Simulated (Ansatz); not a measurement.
Runs of Ansatz 0.2.0 on CoO. Symmetry: R-3m, No. 166, trigonal system. The conventional cell has a = 3.011 Å, b = 3.011 Å, c = 7.320 Å, α = 90.00°, β = 90.00°, γ = 120.00°. Co (site symmetry -3m) is surrounded by 6 O at 2.12 Å. O (site symmetry -3m) has 6 Co at 2.12 Å as nearest neighbours. The cell is a database's computed one.

```csv
task,level,cell,smearing,points for each segment of the path,gap on the mesh (eV),pressure (GPa),moment (μB),relaxed volume (Å³/atom)
band structure,PBEsol,as given,fermi-dirac 0.05 eV,14,none,(b),2.94,-
band structure,PBE,as given,fermi-dirac 0.05 eV,14,none,0.0,2.90,-
single point,PBE,as given,gaussian 0.011 eV,-,none,0.2,2.95,-
relaxation of cell and atoms,LDA,relaxed,fermi-dirac 0.05 eV,-,none,0.0,(a),8.40
band structure,LDA,as given,fermi-dirac 0.05 eV,14,none,(c),2.85,-
relaxation of cell and atoms,PBE,relaxed,fermi-dirac 0.05 eV,-,none,0.0,2.89,9.52
```

Alike in all rows: potentials or basis Ansatz PAW; spin collinear, ferromagnetic start; k mesh 11 × 11 × 11; cutoff (eV) 420.

Fill in the values left out.

(a) 2.18; (b) -9.1; (c) -17.8.

Caveats: a cell with one magnetic atom can't hold antiferromagnetic order, which such compounds often take; semilocal functionals often make such compounds metallic where correlation or magnetic order opens a gap, which also shifts bond lengths; the PAW data sets come from PBE, with cores solved anew for the run's functional, which leaves a small shift of forces and pressure (some runs); the plane-wave basis is chosen anew once the cell has moved, so the energies of steps on either side of that aren't comparable (some runs); so large a pressure means that the cell lies far from this level's equilibrium, or that cutoff or potentials fall short (some runs).

A gap of «none» marks a metal or a gap under the smearing width.
